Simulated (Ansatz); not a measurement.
# Bi: equation of state with LDA

Crystal: Bi.

```
Bi
1.0
     3.23838    0.00000    0.00000
     0.00000    3.22164    0.00000
    -0.08045    0.00000    6.44389
Bi
2
Direct
  0.54425 0.00000 0.74958
  0.45575 0.00000 0.25042
```

This isn't the form of Bi at room conditions, which is rhombohedral.

```yaml
Program: Ansatz 0.2.0
Task: equation of state
Functional: LDA
Potentials_or_basis: all-electron LAPW, scalar-relativistic
Basis_error_allowed: 0.001 eV/atom
k_mesh: 8 × 8 × 4
Occupations: fermi-dirac, width 0.05 eV
Spin: no spin polarisation
```

```json
{
  "Equilibrium volume": "32.55 Å³/atom",
  "Bulk modulus at fixed shape and positions": "57 GPa",
  "Pressure derivative of the bulk modulus": "4.7"
}
```

Energy against volume, from the lowest point:
```
volume (Å³/atom)  energy (meV/atom)
          31.597               4.84
          32.270               0.00
          32.942               0.39
          33.614               5.43
          34.286              14.61
          34.959              27.45
          35.631              43.56
```

All runs of the series together: 2.4 min on 1 thread of Intel(R) Xeon(R) Platinum 8488C (Sapphire Rapids), on a shared host.

Caveat: the cell was scaled at fixed shape and fractional positions, which overstates the stiffness of a crystal with free parameters, most of all of layers and chains.
